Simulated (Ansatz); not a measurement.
## Mo in Ansatz: convergence with k mesh

Crystal: Mo.

```
Mo
1.0
     2.82448   -0.01805   -0.04836
    -1.42787    2.31755    0.01455
    -0.04517   -0.01038    2.53733
Mo
1
Cartesian
  -0.0226 -0.0052 1.2687
```

This isn't the form of Mo at room conditions, which is bcc.

| Property | Result |
| --- | --- |
| Program | Ansatz 0.2.0 |
| Task | convergence study |
| Functional | PBE |
| Potentials or basis | Ansatz PAW |
| Cutoff | 420 eV (not typed: the program's choice for these potentials) |
| k mesh | 3 × 4 × 3 |
| Occupations | gaussian, width 0.05 eV |
| Spin | no spin polarisation |

These are the settings of the first run; the series varies k mesh, with any setting tied to it.

Hardware: 2 threads of Intel(R) Xeon(R) Platinum 8259CL CPU @ 2.50GHz (Skylake/Cascade Lake), with other jobs on the host.

| k mesh | energy less the tightest run, at zero smearing (meV/atom) | pressure (GPa) | SCF cycles | CPU time (s) | peak memory (GiB) |
| --- | --- | --- | --- | --- | --- |
| 3 × 4 × 3 | 323.89 | 4.97 | 6 | 0.61 | 0.32 |
| 4 × 4 × 4 | 449.98 | 8.98 | 6 | 0.8 | 0.32 |
| 5 × 5 × 5 | -39.21 | 6.37 | 6 | 1.1 | 0.33 |
| 6 × 7 × 6 | -85.13 | 1.95 | 6 | 2.1 | 0.35 |
| 8 × 8 × 8 | 54.13 | 3.55 | 6 | 3.1 | 0.38 |
| 10 × 10 × 9 | -5.92 | 4.35 | 6 | 5.4 | 0.42 |
| 12 × 13 × 12 | 11.16 | 3.45 | 6 | 12 | 0.5 |
| 15 × 16 × 14 | -6.85 | 3.47 | 6 | 18 | 0.64 |
| 18 × 19 × 17 | 0.00 | 3.86 | 6 | 38 | 0.86 |

Not settled before the last step: the energy (to 1 meV/atom), the pressure (to 0.1 GPa). Meshes of other sizes hit other points, so gaps and Fermi surfaces needn't settle smoothly. The tightest run that finished is the yardstick and may itself not be fully converged.
